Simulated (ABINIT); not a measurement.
Crystal: CuO.

```
Cu O
1.0
     1.99097   -2.15355    0.00000
     1.99097    2.15355    0.00000
     0.00000    0.00000    5.15593
Cu O
2 2
Cartesian
  0.9955 -1.0768 0.0000
  0.9955 1.0768 2.5780
  1.9910 0.0000 1.2890
  1.9910 0.0000 3.8669
```

Measurements of this composition are mostly on another form, of space group No. 15.

Base run:

| Quantity | Value |
| --- | --- |
| Program | ABINIT 10.8.3 (patched build) |
| Functional | PBEsol |
| Potentials or basis | PseudoDojo NC SR PBEsol v0.4.1 standard |
| Cutoff | 1143 eV |
| k mesh | 7 × 7 × 4 |
| Occupations | fermi-dirac, width 0.05 eV |
| Spin | no spin polarisation |

Its results: band gap on the k mesh none (metal or under the smearing width); pressure -7.4 GPa.

Task: The run is repeated on the same cell with these changes: functional from PBEsol to LDA; potentials or basis from PseudoDojo NC SR PBEsol v0.4.1 standard to PseudoDojo NC SR LDA v0.4.1 standard; cutoff from 1143 eV to 1252 eV. What comes out?

Result: Band gap on the k mesh none (metal or under the smearing width); pressure -12.4 GPa.

Caveats: the run has no spin polarisation, though such a crystal can be magnetic; semilocal functionals often make such compounds metallic where correlation or magnetic order opens a gap, which also shifts bond lengths.
